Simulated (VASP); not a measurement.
# KBr (Fm-3m) in VASP: notebook

The runs below take KBr through relaxation of cell and atoms, single point, with PBEsol.

Everything below comes from runs of VASP 6.6.1. Logs are shortened: lines on timing, memory, paths and dates and some standing lists are left out, and cuts for length are marked.

## 1. The structure

It takes space group Fm-3m (No. 225, cubic). The conventional cell has a = 6.600 Å, b = 6.600 Å, c = 6.600 Å, α = 90.00°, β = 90.00°, γ = 90.00°. Around K (site symmetry m-3m) lie 6 Br at 3.30 Å. Br (site symmetry m-3m) is surrounded by 6 K at 3.30 Å.

## 2. Relaxation of cell and atoms, PBEsol (cell and atoms relaxed tightly for response)

INCAR

```
SYSTEM = KBr
PREC     = Accurate       ! precision mode
ENCUT    = 600            ! plane-wave cutoff, eV
EDIFF    = 1E-7           ! SCF threshold, eV
ISMEAR   = 0              ! smearing method
SIGMA    = 0.01           ! smearing width, eV
LREAL    = .False.        ! projectors in reciprocal space
LASPH    = .True.         ! aspherical terms in the spheres
NELM     = 100            ! most SCF steps
ALGO     = Fast           ! electronic algorithm
ISIF     = 3              ! what is computed and relaxed
LWAVE    = .False.        ! write WAVECAR
LCHARG   = .False.        ! write CHGCAR
GGA      = PS             ! functional
IBRION   = 2              ! ionic algorithm
NSW      = 80             ! ionic steps
EDIFFG   = -0.001         ! ionic threshold
```

KPOINTS

```
Automatic mesh
0
Gamma
  6 6 6
  0 0 0
```

POSCAR

```
KBr
1.0
    0.0000000000      3.2745321134      3.2745321134
    3.2745321134      0.0000000000      3.2745321134
    3.2745321134      3.2745321134      0.0000000000
K Br
1 1
Direct
    0.0000000000      0.0000000000      0.0000000000
    0.5000000000      0.5000000000      0.5000000000
```

Potentials or basis: VASP PAW PBE potentials, release 64 (K_sv, Br).

Command:

```bash
cat potpaw_PBE.64/K_sv/POTCAR potpaw_PBE.64/Br/POTCAR > POTCAR
mpirun -np 1 vasp_std > vasp.out
```

OUTCAR:

```text
SYSTEM = KBr
   PREC = Accurate
   ENCUT = 600
   EDIFF = 1E-7
   ISMEAR = 0
   LREAL = .False.
   LASPH = .True.
   NELM = 100
   ISIF = 3
   GGA = PS
   IBRION = 2
   NSW = 80
   EDIFFG = -0.001

 ion  position               nearest neighbor table
   1  0.000  0.000  0.000-   2 3.27   2 3.27   2 3.27   2 3.27   2 3.27   2 3.27
   2  0.500  0.500  0.500-   1 3.27   1 3.27   1 3.27   1 3.27   1 3.27   1 3.27

  LATTYP: Found a face centered cubic cell.
 ALAT       =     6.5490642268

  Lattice vectors:

 A1 = (   0.0000000000,   3.2745321134,   3.2745321134)
 A2 = (   3.2745321134,   0.0000000000,   3.2745321134)
 A3 = (   3.2745321134,   3.2745321134,   0.0000000000)

Analysis of symmetry for initial positions (statically):
=====================================================================
 Subroutine PRICEL returns:
 Original cell was already a primitive cell.

 Routine SETGRP: Setting up the symmetry group for a
 face centered cubic supercell.

 Subroutine GETGRP returns: Found 48 space group operations
 (whereof 48 operations were pure point group operations)
 out of a pool of 48 trial point group operations.

The static configuration has the point symmetry O_h .

Analysis of symmetry for dynamics (positions and initial velocities):
=====================================================================
 Subroutine PRICEL returns:
 Original cell was already a primitive cell.

 Routine SETGRP: Setting up the symmetry group for a
 face centered cubic supercell.

 Subroutine GETGRP returns: Found 48 space group operations
 (whereof 48 operations were pure point group operations)
 out of a pool of 48 trial point group operations.

The dynamic configuration has the point symmetry O_h .

 Subroutine INISYM returns: Found 48 space group operations
 (whereof 48 operations are pure point group operations),
 and found     1 'primitive' translations

----------------------------------------------------------------------------------------

                                     Primitive cell

  volume of cell :      70.2227

  direct lattice vectors                    reciprocal lattice vectors
     0.000000000  3.274532113  3.274532113    -0.152693570  0.152693570  0.152693570
     3.274532113  0.000000000  3.274532113     0.152693570 -0.152693570  0.152693570
     3.274532113  3.274532113  0.000000000     0.152693570  0.152693570 -0.152693570

  length of vectors
     4.630887725  4.630887725  4.630887725     0.264473022  0.264473022  0.264473022

  position of ions in fractional coordinates (direct lattice)
     0.000000000  0.000000000  0.000000000
     0.500000000  0.500000000  0.500000000

  ion indices of the primitive-cell ions
   primitive index   ion index
                 1           1
                 2           2

----------------------------------------------------------------------------------------

 KPOINTS: Automatic mesh

Automatic generation of k-mesh.
 Grid dimensions read from file:
 generate k-points for:    6    6    6

 Generating k-lattice:

  Cartesian coordinates                     Fractional coordinates (reciprocal lattice)
    -0.025448928  0.025448928  0.025448928     0.166666667  0.000000000  0.000000000
     0.025448928 -0.025448928  0.025448928     0.000000000  0.166666667  0.000000000
     0.025448928  0.025448928 -0.025448928     0.000000000  0.000000000  0.166666667

  Length of vectors
     0.044078837  0.044078837  0.044078837

  Shift w.r.t. Gamma in fractional coordinates (k-lattice)
     0.000000000  0.000000000  0.000000000

 Subroutine IBZKPT returns following result:
 ===========================================

 Found     16 irreducible k-points:

 Following reciprocal coordinates:
            Coordinates               Weight
  0.000000  0.000000  0.000000      1.000000
  0.166667  0.000000  0.000000      8.000000
  0.333333  0.000000  0.000000      8.000000
  0.500000  0.000000  0.000000      4.000000
  0.166667  0.166667  0.000000      6.000000
  0.333333  0.166667  0.000000     24.000000
[... 8 lines left out ...]
 -0.333333  0.333333  0.166667     24.000000
 -0.333333  0.500000  0.166667     12.000000
   k-points           NKPTS =     16   k-points in BZ     NKDIM =     16   number of bands    NBANDS=     12
   number of dos      NEDOS =    301   number of ions     NIONS =      2
   total plane-waves  NPLWV =  64000
   dimension x,y,z NGX =    40 NGY =   40 NGZ =   40
   dimension x,y,z NGXF=    80 NGYF=   80 NGZF=   80
   ions per type =               1   1
   NGX,Y,Z   is equivalent  to a cutoff of  14.36, 14.36, 14.36 a.u.
   NGXF,Y,Z  is equivalent  to a cutoff of  28.72, 28.72, 28.72 a.u.
 SYSTEM =  KBr
   PREC   = accura    normal or accurate (medium, high low for compatibility)
   ISTART =      0    job   : 0-new  1-cont  2-samecut
   ICHARG =      2    charge: 1-file 2-atom 10-const
   ISPIN  =      1    spin polarized calculation?
   LNONCOLLINEAR =      F non collinear calculations
   LSORBIT =      F    spin-orbit coupling
   LASPH  =      T    aspherical Exc in radial PAW
   ENCUT  =  600.0 eV  44.10 Ry    6.64 a.u.   9.25  9.25  9.25*2*pi/ulx,y,z
   NELM   =    100;   NELMIN=  2; NELMDL= -5     # of ELM steps
   EDIFF  = 0.1E-06   stopping-criterion for ELM
   LREAL  =      F    real-space projection
   EDIFFG = -.1E-02   stopping-criterion for IOM
   NSW    =     80    number of steps for IOM
   IBRION =      2    ionic relax: 0-MD 1-quasi-New 2-CG
   NFREE  =      1    steps in history (QN), initial steepest desc. (CG)
   ISIF   =      3    stress and relaxation
   ISYM   =      2    0-nonsym 1-usesym 2-fastsym
   POTIM  = 0.5000    time-step for ionic-motion
   TEBEG  =    0.0;   TEEND  =   0.0 temperature during run
   PSTRESS=    0.0 pullay stress
   NELECT =      16.0000    total number of electrons
   NUPDOWN=      -1.0000    fix difference up-down
   EMIN   =  10.00;   EMAX   =-10.00  energy-range for DOS
   EFERMI =   0.00;   METHOD = LEGACY
   ISMEAR =     0;   SIGMA  =   0.01  broadening in eV -4-tet -1-fermi 0-gaus
   EFERMI_NEDOS =   21; number of points for ismear=-14 and -15
   IALGO  =     68    algorithm
   IMIX   =      4    mixing-type and parameters
     AMIX     =   0.40;   BMIX     =  1.00
     AMIX_MAG =   1.60;   BMIX_MAG =  1.00
  volume/ion in A,a.u.               =      35.11       236.94
  Fermi-wavevector in a.u.,A,eV,Ry     =   0.999898  1.889533 13.603043  0.999795
  Thomas-Fermi vector in A             =   2.132218
   LORBIT       =      0    0 simple, 1 ext, 2 COOP (PROOUT), +10 PAW based schemes
   GGA     = PS    functional components
   LHFCALC =     F    Hartree Fock is set to
   AEXX    =    0.0000 exact exchange contribution
   IVDW    =     0    specifies the selected vdW correction
   LEPSILON=     F    determine dielectric tensor
   LRPA    =     F    only Hartree local field effects (RPA)
 conjugate gradient relaxation of ions
 non-spin polarized calculation
 RMM-DIIS sequential band-by-band and
 Gauss-broadening in eV      SIGMA  =   0.01
  energy-cutoff  :      600.00
  volume of cell :       70.22
 maximum number of plane-waves:      2397
 NGX is ok and might be reduce to    40
   NGX = 19   NGY = 19   NGZ = 19

--------------------------------------- Ionic step        1  -------------------------------------------

 number of electron      16.0000001 magnetization

 Free energy of the ion-electron system (eV)
  ---------------------------------------------------
  ext. energy  EPLUGINS =         0.00000000
  ---------------------------------------------------
  free energy    TOTEN  =        -6.45990554 eV

  energy without entropy =       -6.45990554  energy(sigma->0) =       -6.45990554

------------------------ aborting loop because EDIFF is reached ----------------------------------------

  FORCE on cell =-STRESS in cart. coord.  units (eV):
  Direction    XX          YY          ZZ          XY          YZ          ZX
  --------------------------------------------------------------------------------------
  -------------------------------------------------------------------------------------
  Total        0.0300171      0.0300171      0.0300171      0.0000000     -0.0000000     -0.0000000
  in kB        0.6848604      0.6848604      0.6848604      0.0000000     -0.0000000     -0.0000000
  external PRESSURE =       0.6848604 kB  Pullay stress =       0.0000000 kB

 VOLUME and BASIS-vectors are now :
 -----------------------------------------------------------------------------
  energy-cutoff  :      600.00
  volume of cell :       70.22
      direct lattice vectors                 reciprocal lattice vectors
     0.000000000  3.274532113  3.274532113    -0.152693570  0.152693570  0.152693570
     3.274532113  0.000000000  3.274532113     0.152693570 -0.152693570  0.152693570
     3.274532113  3.274532113  0.000000000     0.152693570  0.152693570 -0.152693570

 POSITION                                       TOTAL-FORCE (eV/Angst)
 -----------------------------------------------------------------------------------
      0.00000      0.00000      0.00000        -0.000000     -0.000000     -0.000000
      3.27453      3.27453      3.27453         0.000000      0.000000      0.000000
 -----------------------------------------------------------------------------------
    total drift:                                0.000000     -0.000000     -0.000000

  FREE ENERGIE OF THE ION-ELECTRON SYSTEM (eV)
  ---------------------------------------------------
  free  energy   TOTEN  =        -6.4599055408 eV
[... 17 lines left out ...]
 VOLUME and BASIS-vectors are now :
 -----------------------------------------------------------------------------
  energy-cutoff  :      600.00
  volume of cell :       70.38
      direct lattice vectors                 reciprocal lattice vectors
     0.000000000  3.276903048  3.276903048    -0.152583092  0.152583092  0.152583092
     3.276903048  0.000000000  3.276903048     0.152583092 -0.152583092  0.152583092
     3.276903048  3.276903048  0.000000000     0.152583092  0.152583092 -0.152583092

 POSITION                                       TOTAL-FORCE (eV/Angst)
 -----------------------------------------------------------------------------------
      6.55381      6.55381      6.55381         0.000000      0.000000     -0.000000
      3.27690      3.27690      3.27690        -0.000000      0.000000      0.000000
 -----------------------------------------------------------------------------------
    total drift:                                0.000000     -0.000000      0.000000

  FREE ENERGIE OF THE ION-ELECTRON SYSTEM (eV)
  ---------------------------------------------------
  free  energy   TOTEN  =        -6.4599549258 eV

  energy  without entropy=       -6.4599549258  energy(sigma->0) =       -6.45995493

--------------------------------------- Ionic step        3  -------------------------------------------

 number of electron      16.0000001 magnetization

 Free energy of the ion-electron system (eV)
  ---------------------------------------------------
  ext. energy  EPLUGINS =         0.00000000
  ---------------------------------------------------
  free energy    TOTEN  =        -6.45997192 eV

  energy without entropy =       -6.45997192  energy(sigma->0) =       -6.45997192

 E-fermi :  -1.6827     XC(G=0):  -7.6246

 val. band max:       -1.7520268879   @ k =   0.0000   0.0000   0.0000
 cond. band min:       2.5728747492   @ k =   0.0000   0.0000   0.0000
 fundamental gap:      4.3249016371
 Fermi energy:        -1.6827408391

 k-point     1 :       0.0000    0.0000    0.0000
  band No.  band energies     occupation
      1     -29.3243      2.00000
      2     -14.0825      2.00000
      3     -12.8691      2.00000
      4     -12.8691      2.00000
      5     -12.8691      2.00000
      6      -1.7520      2.00000
      7      -1.7520      2.00000
      8      -1.7520      2.00000
      9       2.5729      0.00000
     10       5.7769      0.00000
     11       5.7769      0.00000
     12       5.7769      0.00000

 k-point     2 :       0.1667    0.0000    0.0000
  band No.  band energies     occupation
      1     -29.3226      2.00000
      2     -14.1294      2.00000
      3     -12.8706      2.00000
      4     -12.8706      2.00000
      5     -12.8035      2.00000
      6      -2.1430      2.00000
      7      -1.8472      2.00000
      8      -1.8472      2.00000
      9       3.2502      0.00000
     10       5.6229      0.00000
     11       6.1103      0.00000
     12       6.1103      0.00000
[... 221 lines left out ...]
 VOLUME and BASIS-vectors are now :
 -----------------------------------------------------------------------------
  energy-cutoff  :      600.00
  volume of cell :       70.54
      direct lattice vectors                 reciprocal lattice vectors
     0.000000000  3.279410096  3.279410096    -0.152466445  0.152466445  0.152466445
     3.279410096  0.000000000  3.279410096     0.152466445 -0.152466445  0.152466445
     3.279410096  3.279410096  0.000000000     0.152466445  0.152466445 -0.152466445

 POSITION                                       TOTAL-FORCE (eV/Angst)
 -----------------------------------------------------------------------------------
      0.00000      0.00000      0.00000         0.000000     -0.000000     -0.000000
      3.27941      3.27941      3.27941        -0.000000      0.000000      0.000000
 -----------------------------------------------------------------------------------
    total drift:                                0.000000     -0.000000     -0.000000

  FREE ENERGIE OF THE ION-ELECTRON SYSTEM (eV)
  ---------------------------------------------------
  free  energy   TOTEN  =        -6.4599719241 eV

  energy  without entropy=       -6.4599719241  energy(sigma->0) =       -6.45997192

 reached required accuracy - stopping structural energy minimisation
```

It took 73 s on 1 thread of Intel Xeon Platinum 8259CL at 2.50GHz (Skylake/Cascade Lake), shared host; peak memory 0.24 GiB.

Results:

| Item | Value |
| --- | --- |
| Free energy | -6.4600 eV |
| Relaxed volume | 35.27 Å³/atom |
| Relaxed cell | a = 4.638 Å, b = 4.638 Å, c = 4.638 Å, α = 60.00°, β = 60.00°, γ = 60.00° |
| Space group after relaxing (to 0.05 Å) | Fm-3m (No. 225) |
| Energy gained by relaxing | 0.0 meV/atom |
| Ionic steps | 3 |
| Pressure after relaxing | 0.0 GPa |
| Band gap on the k mesh | 4.32 eV, direct |

Final structure:
```
K Br
1.0
     0.00000    3.27941    3.27941
     3.27941    0.00000    3.27941
     3.27941    3.27941    0.00000
K Br
1 1
Direct
  0.00000 0.00000 0.00000
  0.50000 0.50000 0.50000
```

Levels at points of the mesh, in eV from the valence-band top:
| k point | band 6 | band 7 | band 8 | band 9 | band 10 | band 11 |
| --- | --- | --- | --- | --- | --- | --- |
| (0.00, 0.00, 0.00) | 0.00 | 0.00 | 0.00 | 4.32 | 7.53 | 7.53 |
| (0.50, 0.00, 0.00) | -1.25 | -0.36 | -0.36 | 6.47 | 8.20 | 9.77 |
| (0.50, 0.50, 0.00) | -0.85 | -0.30 | -0.30 | 5.72 | 7.16 | 9.36 |

Caveat: the PAW data sets were made with another functional, which shifts forces and pressure a little. Zero-point motion and thermal expansion aren't in these numbers.

## 3. Single point, PBEsol

INCAR

```
SYSTEM = KBr
  PREC = Accurate
  ENCUT = 520
  EDIFF = 1E-7
  ISMEAR = 0
  SIGMA = 0.1
  LREAL = .FALSE.
  LASPH = .TRUE.
  NELM = 100
  ALGO = Normal
  ISIF = 2
  LWAVE = .FALSE.
  LCHARG = .FALSE.
  GGA = PS
  NBANDS = 15
```

KPOINTS

```
regular mesh
0
G
  6 6 6
  0 0 0
```

POSCAR

```
KBr
1.0
    0.0000000000      3.3000000000      3.3000000000
    3.3000000000      0.0000000000      3.3000000000
    3.3000000000      3.3000000000      0.0000000000
K Br
1 1
Direct
    0.0000000000      0.0000000000      0.0000000000
    0.5000000000      0.5000000000      0.5000000000
```

Potentials or basis: VASP PAW PBE potentials, release 64 (K_sv, Br).

Command:

```bash
cat potpaw_PBE.64/K_sv/POTCAR potpaw_PBE.64/Br/POTCAR > POTCAR
mpirun -np 1 vasp_std > vasp.out
```

OUTCAR:

```text
SYSTEM = KBr
   PREC = Accurate
   ENCUT = 520
   EDIFF = 1E-7
   ISMEAR = 0
   LREAL = .FALSE.
   LASPH = .TRUE.
   NELM = 100
   ISIF = 2
   GGA = PS

 ion  position               nearest neighbor table
   1  0.000  0.000  0.000-   2 3.30   2 3.30   2 3.30   2 3.30   2 3.30   2 3.30
   2  0.500  0.500  0.500-   1 3.30   1 3.30   1 3.30   1 3.30   1 3.30   1 3.30

  LATTYP: Found a face centered cubic cell.
 ALAT       =     6.6000000000

  Lattice vectors:

 A1 = (   0.0000000000,   3.3000000000,   3.3000000000)
 A2 = (   3.3000000000,   0.0000000000,   3.3000000000)
[... 464 lines left out ...]

  FORCE on cell =-STRESS in cart. coord.  units (eV):
  Direction    XX          YY          ZZ          XY          YZ          ZX
  --------------------------------------------------------------------------------------
  -------------------------------------------------------------------------------------
  Total       -0.1266971     -0.1266971     -0.1266971      0.0000000      0.0000000      0.0000000
  in kB       -2.8242651     -2.8242651     -2.8242651      0.0000000      0.0000000      0.0000000
  external PRESSURE =      -2.8242651 kB  Pullay stress =       0.0000000 kB

 VOLUME and BASIS-vectors are now :
 -----------------------------------------------------------------------------
  energy-cutoff  :      520.00
  volume of cell :       71.87
      direct lattice vectors                 reciprocal lattice vectors
     0.000000000  3.300000000  3.300000000    -0.151515152  0.151515152  0.151515152
     3.300000000  0.000000000  3.300000000     0.151515152 -0.151515152  0.151515152
     3.300000000  3.300000000  0.000000000     0.151515152  0.151515152 -0.151515152

 POSITION                                       TOTAL-FORCE (eV/Angst)
 -----------------------------------------------------------------------------------
      0.00000      0.00000      0.00000         0.000000      0.000000      0.000000
      3.30000      3.30000      3.30000        -0.000000      0.000000     -0.000000
 -----------------------------------------------------------------------------------
    total drift:                                0.000000      0.000000      0.000000

  FREE ENERGIE OF THE ION-ELECTRON SYSTEM (eV)
  ---------------------------------------------------
  free  energy   TOTEN  =        -6.4588036500 eV

  energy  without entropy=       -6.4588036500  energy(sigma->0) =       -6.45880365
```

Wall time 19 s (1 thread of Intel Xeon Platinum 8259CL at 2.50GHz (Skylake/Cascade Lake), shared host); peak memory 0.2 GiB.

What came out:

| Quantity | Value |
| --- | --- |
| Free energy | -6.4588 eV |
| Pressure | -0.3 GPa |
| Band gap on the k mesh | 4.28 eV, direct |

Caveat: the PAW data sets were made with another functional, which shifts forces and pressure a little.
